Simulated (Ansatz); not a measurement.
# V under changes of volume

One of the cells (13.610 Å³/atom); the others are scaled copies at fixed shape and fractional positions:

```
V
1.0
     0.00000    1.89500    1.89500
     1.89500    0.00000    1.89500
     1.89500    1.89500    0.00000
V
1
Direct
  0.00000 0.00000 0.00000
```

This isn't the form of V at room conditions, which is bcc.

* Program: Ansatz 0.2.0
* Functional: PBE
* Potentials or basis: Ansatz PAW
* Cutoff: 420 eV (not typed: the program's choice for these potentials)
* k mesh: 12 × 12 × 12
* Occupations: fermi-dirac, width 0.05 eV
* Spin: collinear spin, ferromagnetic start
* Starting moments: [2.0] μB

```tsv
volume (Å³/atom)	energy over the lowest point (meV/atom)	pressure (GPa)
12.793	?	?
13.066	29.61	12.3
13.338	12.72	7.8
13.610	3.08	3.8
13.882	0.00	0.1
14.154	2.88	-3.2
14.427	11.15	-6.2
```

Problem. What does the run at 12.793 Å³/atom give?

Solution. Energy over the lowest point 54.47 meV/atom; pressure 17.2 GPa.

Worked out: A Birch-Murnaghan fit of order 3 (a polynomial in V^(-2/3)) to the other rows has its minimum at 13.88 Å³/atom with B0 = V·E''(V) = 178 GPa and B' = 4.1. It gives 54.65 meV/atom at 12.793 Å³/atom, against the run's 54.47, and -dE/dV = 17.2 GPa, against 17.2.

Energies are extrapolated to zero smearing.

Caveats: the starting moments weren't kept.
